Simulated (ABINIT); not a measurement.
A run of ABINIT 10.8.3 (patched build):

File run.abi:

```
pp_dirpath "./"
pseudos "Mo.upf, S.upf"

acell 12.0624537624 12.0624537624 12.0624537624
rprim
     0.2483873372     0.1434064960     0.9579865905
    -0.2483873372     0.1434064960     0.9579865905
     0.0000000000    -0.2868129920     0.9579865905
ntypat 2
znucl 42 16
natom 3
typat 1 2 2
xcart
     0.0000000000     0.0000000000     0.0000000000
     0.0000000000     0.0000000000     4.5862475000
     0.0000000000     0.0000000000    13.7587425001 Angstrom

ecut 36.0

kptopt 1
ngkpt 8 8 8
nshiftk 1
shiftk 0.0 0.0 0.0

ixc -116133

nband 17
occopt 3
tsmear 0.00183747

nstep 100
tolvrs 1.0e-10

iomode 3
prtwf 0
prteig 0
prtebands 0
enunit 1
prtden 1
prtvha 1
prtvclmb 1
prtpot 1
prtelf 1
```

Potentials or basis: PseudoDojo NC SR PBEsol v0.4.1 standard.

Run with:

```console
$ abinit run.abi > log 2>&1
```

Hardware: 1 thread of Arm Neoverse V1, with other jobs on the host.

Task: How long does it take, and how much memory?

Result: Wall time 9.2 min on 1 thread of Arm Neoverse V1, with other jobs on the host, peak memory 0.24 GiB. Counts: scf iterations 12, mpi ranks 1, k points 65, bands 17, plane waves 3733.
